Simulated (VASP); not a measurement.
**KBr: relaxation of cell and atoms with PBE**

KBr:

```
K Br
1.0
     0.00000    3.38015    3.38015
     3.38015    0.00000    3.38015
     3.38015    3.38015    0.00000
K Br
1 1
Direct
  0.00000 0.00000 0.00000
  0.50000 0.50000 0.50000
```

The cell is a database's computed one.

The cell isn't the ideal one: cell and atoms relaxed from 1.08 times the given volume.

```json
{
  "Program": "VASP 6.6.1",
  "Task": "relaxation of cell and atoms",
  "Functional": "PBE",
  "Potentials or basis": "VASP PAW PBE potentials, release 64 (K_sv, Br)",
  "Cutoff": "600 eV",
  "k mesh": "7 × 7 × 7",
  "Occupations": "fermi-dirac, width 0.02 eV",
  "Spin": "no spin polarisation",
  "Dipole correction": "no",
  "Further INCAR settings": "ALGO = Normal; EDIFF = 1e-07; IBRION = 2; EDIFFG = -0.005; NSW = 100; ISIF = 3"
}
```

The relaxed volume is 37.81 Å³/atom and the relaxed cell is a = 4.747 Å, b = 4.747 Å, c = 4.747 Å, α = 60.00°, β = 60.00°, γ = 60.00°. The space group after relaxing (to 0.05 Å) is Fm-3m (No. 225), the energy gained by relaxing is 0.7 meV/atom and the ionic steps are 4. The pressure after relaxing is 0.0 GPa and the band gap on the k mesh is 4.30 eV, direct.

The path:
| step | energy change (eV) | largest force (eV/Å) | pressure (GPa) | volume (Å³) |
| --- | --- | --- | --- | --- |
| 1 | 0.0000 | 0.0000 | -0.28 | 77.24 |
| 2 | -0.0010 | 0.0000 | -0.15 | 76.50 |
| 3 | -0.0014 | 0.0000 | -0.05 | 75.88 |
| 4 | -0.0015 | 0.0000 | 0.00 | 75.62 |

Final structure:
```
CELL_PARAMETERS angstrom
0.00000 3.35633 3.35633
3.35633 0.00000 3.35633
3.35633 3.35633 0.00000
ATOMIC_POSITIONS crystal
K 0.00000 0.00000 0.00000
Br 0.50000 0.50000 0.50000
```

Levels at points of the mesh, in eV from the valence-band top:
| k point | band 6 | band 7 | band 8 | band 9 | band 10 | band 11 |
| --- | --- | --- | --- | --- | --- | --- |
| (0.00, 0.00, 0.00) | 0.00 | 0.00 | 0.00 | 4.30 | 7.59 | 7.59 |

Run time: 100 s on 1 thread of Intel(R) Xeon(R) Platinum 8488C (Sapphire Rapids), on a shared host, peak memory 0.25 GiB.

Caveat: an odd mesh through Γ misses points on the zone boundary, where band edges often lie.
